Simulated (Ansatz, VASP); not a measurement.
This is a calculation of Cd for VASP 6.6.1.

The input INCAR:

```
  PREC = Accurate
  ENCUT = 520
  EDIFF = 1E-6
  ISMEAR = -1
  SIGMA = 0.05
  LREAL = F
  LASPH = T
  NELM = 60
  ALGO = Fast
  ISIF = 2
  LWAVE = F
  LCHARG = F
  GGA = PS
  NBANDS = 19
```

File KPOINTS:

```
regular mesh
0
Gamma
  10 10 5
```

POSCAR

```
Cd
1.0
    3.0180701533      0.0000000000      0.0000000000
   -1.5090350766      2.6137254232      0.0000000000
    0.0000000000      0.0000000000      5.6915749249
Cd
2
Direct
    0.6666666667      0.3333333333      0.7500000000
    0.3333333333      0.6666666667      0.2500000000
```

Potentials or basis: VASP PAW PBE potentials, release 64 (Cd).

The run is started by

```bash
$ cat potpaw_PBE.64/Cd/POTCAR > POTCAR
$ mpirun -np 1 vasp_std > vasp.out
```

**Question.** Set up the same calculation for Ansatz 0.2.0. Potentials there: Ansatz PAW.

**Answer.** As run (the cutoff follows the program's own potentials):

Contents of input.yaml:

```yaml
crystal:
  lattice:
    - [3.0180701533, 0.0, 0.0]
    - [-1.5090350766, 2.6137254232, 0.0]
    - [0.0, 0.0, 5.6915749249]
  atoms:
    - { symbol: Cd, position: [0.6666666667, 0.3333333333, 0.75] }
    - { symbol: Cd, position: [0.3333333333, 0.6666666667, 0.25] }
hamiltonian:
  xc: pbesol
  pseudopotentials: { kind: paw }
kpoints:
  mp_grid: { grid: [10, 10, 5] }
scf:
  occupations: { method: fermi_dirac, width: 0.05 }
output:
  forces: true
  stress: true
  eigenvalues: true
```

Potentials or basis: Ansatz PAW.

The run is started by

```sh
$ ansatz run input.yaml --threads 1 --pin off --max-ram 3584MiB --backend cpu --events-out ev --progress --plain --runs-dir out
```

Both were run:

|  | VASP | Ansatz | Ansatz less VASP |
| --- | --- | --- | --- |
| gap on the k mesh at the Fermi level (eV) | none | none | - |
| pressure (GPa) | -3.1 | -3.4 | -0.31 |
| largest component of the traceless stress (GPa) | 0.04 | 0.15 | +0.115 |

A gap of «none» marks a metal or a gap that the smearing closes. The functional is the same, so the differences come from potentials, cutoffs and numerics. The two sets of potentials don't hold the same shells in valence.

Caveats: the PAW data sets were made with another functional, which shifts forces and pressure a little (VASP); the PAW data sets come from PBE, with cores solved anew for the run's functional, which leaves a small shift of forces and pressure (Ansatz).
